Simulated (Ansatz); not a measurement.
FePt (Tetraferroplatinum):

```
CELL_PARAMETERS angstrom
2.72350 0.00000 0.00000
0.00000 2.72350 0.00000
0.00000 0.00000 3.72000
ATOMIC_POSITIONS crystal
Pt 0.50000 0.50000 0.50000
Fe 0.00000 0.00000 0.00000
```

| Quantity | Value |
| --- | --- |
| Program | Ansatz 0.2.0 |
| Task | relaxation of cell and atoms |
| Functional | PBEsol |
| Dispersion | D4 |
| Potentials or basis | Ansatz PAW |
| Cutoff | 420 eV (not typed: the program's choice for these potentials) |
| k mesh | 10 × 10 × 7 |
| Occupations | fermi-dirac, width 0.05 eV |
| Spin | collinear spin, ferromagnetic start |
| Starting moments | [0.0, 3.0] μB |

At the start: volume 13.80 Å³/atom.

Problem. How do energy, volume and symmetry change on relaxing?

Solution. It ends after 5 steps and the volume is 13.23 Å³/atom (-4.1 %); space group P4/mmm (No. 123, to 0.05 Å); moment 3.21 μB per cell.

Step by step:
| step | energy change (eV) | largest force (eV/Å) | volume (Å³) |
| --- | --- | --- | --- |
| 1 | 0.0000 | 0.0000 | 27.59 |
| 2 | -0.0243 | 0.0000 | 25.88 |
| 3 | -0.0347 | 0.0000 | 26.53 |
| 4 | -0.0348 | 0.0000 | 26.47 |
| 5 | -0.0343 | 0.0000 | 26.47 |

Final structure:
```yaml
crystal:
  lattice:
    - [2.68179, 0.00000, 0.00000]
    - [0.00000, 2.68179, 0.00000]
    - [0.00000, 0.00000, 3.68026]
  atoms:
    - { symbol: Pt, position: [0.50000, 0.50000, 0.50000] }
    - { symbol: Fe, position: [0.00000, 0.00000, 0.00000] }
```

Caveat: the plane-wave basis is chosen anew once the cell has moved, so the energies of steps on either side of that aren't comparable; pairwise dispersion overbinds metals, which lowers pressure and volume; the PAW data sets come from PBE, with cores solved anew for the run's functional, which leaves a small shift of forces and pressure.
